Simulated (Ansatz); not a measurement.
Computed with Ansatz, DFT PBE, scalar-relativistic, plane waves, PAW. All cells share a 420 eV cutoff and Γ-centred k meshes spaced at most about 0.3 Å⁻¹ (2π included). No spin polarisation.

All energies are static (0 K, no zero-point motion).

Two forms of BaTiO3 were relaxed alike.

A.

```
CELL_PARAMETERS angstrom
3.98560 0.00000 0.00000
0.00000 3.98560 0.00000
0.00000 0.00000 4.20048
ATOMIC_POSITIONS crystal
Ba 0.50000 0.50000 0.59120
Ti 0.00000 0.00000 0.10846
O 0.00000 0.50000 0.06025
O 0.50000 0.00000 0.06025
O 0.00000 0.00000 0.53984
```

B.

```
CELL_PARAMETERS angstrom
2.86290 1.65289 2.35635
-2.86290 1.65289 2.35635
0.00000 -3.30579 2.35635
ATOMIC_POSITIONS crystal
Ba 0.00501 0.00501 0.00501
Ti 0.51917 0.51917 0.51917
O 0.48837 0.48837 0.97779
O 0.48837 0.97779 0.48837
O 0.97779 0.48837 0.48837
```

Question: Which would you expect to be lower, and how large is the difference?

Answer: They are level within the accuracy (3 meV/atom apart, with B the lower in these runs). A has space group P4mm (No. 99), 13.3 Å³/atom and a gap of 1.84 eV on its mesh; B has space group R3m (No. 160), 13.4 Å³/atom and a gap of 2.63 eV. Counting O atoms around Ba and Ti (those within 1.25 times the shortest such distance or 1.15 times the sum of covalent radii, 1.27 where that leaves under three; a plus sign parts nearer from farther groups), A has Ba 12, Ti 1+4+1 and B has Ba 12, Ti 3+3. In A, Ba is surrounded by 12 O at 2.80–2.99 Å and 8 Ti at 3.47–3.56 Å; around Ti lie 1 O at 1.81 Å, 4 O at 2.00 Å, 1 O at 2.39 Å and 8 Ba at 3.47–3.56 Å; around O on a site of symmetry 2mm lie 2 Ti at 2.00 Å, 2 Ba at 2.80 Å, 8 O at 2.82–2.96 Å and 2 Ba at 2.99 Å; 1 more site not described. In B, Ba is surrounded by 12 O at 2.78–2.98 Å and 8 Ti at 3.43–3.63 Å; Ti is surrounded by 3 O at 1.87 Å, 3 O at 2.21 Å and 8 Ba at 3.43–3.63 Å; around O lie 1 Ti at 1.87 Å, 1 Ti at 2.21 Å, 4 Ba at 2.78–2.98 Å and 8 O at 2.80–2.92 Å. Origin: A and B, each reached from a cell as deposited in COD, among other starts. Shaken at random and relaxed again, B came back. Checks on B: phonons real on a 2×2×2 q mesh, imaginary between its points (to 23i cm⁻¹, which can come from the interpolation).

Kohn–Sham gaps at this level usually fall short of measured ones.
